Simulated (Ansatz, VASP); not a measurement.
Si in VASP and in Ansatz

```
CELL_PARAMETERS angstrom
2.53211 0.00000 0.00000
0.00000 2.53211 0.00000
0.00000 0.00000 2.53211
ATOMIC_POSITIONS crystal
Si 0.50000 0.50000 0.50000
```

The cell was built by a generator and needn't be a form met in nature.

Alike in both runs: task single point; functional PBE0; k mesh 5 × 5 × 5; occupations fermi-dirac, width 0.05 eV; no spin polarisation.

|  | VASP | Ansatz |
| --- | --- | --- |
| version | VASP 6.6.1 | Ansatz 0.2.0 |
| potentials or method | VASP PAW PBE potentials, release 64 (Si) | Ansatz PAW |
| plane-wave cutoff (eV) | 520 | 420 |
| valence electrons in the cell | 4 | 4 |

```tsv
	VASP	Ansatz	Ansatz less VASP
gap on the k mesh at the Fermi level (eV)	none	none	-
pressure (GPa)	0.7	1.2	+0.47
```

A gap of «none» marks a metal or a gap that the smearing closes. The functional is the same, so the differences come from potentials, cutoffs and numerics.

Caveats: the k mesh is coarse (spacing up to 0.50 Å⁻¹), so the values aren't converged, least of all with exact exchange; the PAW data sets were made with another functional, which shifts forces and pressure a little (VASP); the PAW data sets come from PBE, with cores solved anew for the run's functional, which leaves a small shift of forces and pressure (Ansatz); the thresholds are loose for stress (Ansatz).
